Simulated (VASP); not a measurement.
Crystal: Al.

```
CELL_PARAMETERS angstrom
-1.59122 1.59122 1.59122
1.59122 -1.59122 1.59122
1.59122 1.59122 -1.59122
ATOMIC_POSITIONS crystal
Al 0.00000 0.00000 0.00000
```

This isn't the form of Al at room conditions, which is fcc.

```yaml
Program: VASP 6.6.1
Task: relaxation of cell and atoms
Functional: PBEsol
Potentials_or_basis: VASP PAW PBE potentials, release 64 (Al)
Cutoff: 600 eV
k_mesh: 10 × 10 × 10
Occupations: fermi-dirac, width 0.05 eV
Spin: no spin polarisation
```

At the start: pressure 2.8 GPa; volume 16.12 Å³/atom.

How do energy, volume and symmetry change on relaxing?

Over 3 steps the energy falls by 4.9 meV/atom and the volume is 16.69 Å³/atom (+3.6 %); space group Im-3m (No. 229, to 0.05 Å).

Step by step:
```tsv
step	energy change (eV)	largest force (eV/Å)	pressure (GPa)	volume (Å³)
1	0.0000	0.0000	2.82	16.12
2	-0.0047	0.0000	-0.43	16.79
3	-0.0049	0.0000	0.00	16.69
```

Final structure:
```cif
data_structure
_symmetry_space_group_name_H-M 'P 1'
_symmetry_Int_Tables_number 1
_cell_length_a 2.7883
_cell_length_b 2.7883
_cell_length_c 2.7883
_cell_angle_alpha 109.471
_cell_angle_beta 109.471
_cell_angle_gamma 109.471
_cell_volume 16.69
loop_
_atom_site_label
_atom_site_type_symbol
_atom_site_fract_x
_atom_site_fract_y
_atom_site_fract_z
_atom_site_occupancy
Al1 Al 0.00000 0.00000 0.00000 1
```

Caveat: the PAW data sets were made with another functional, which shifts forces and pressure a little.
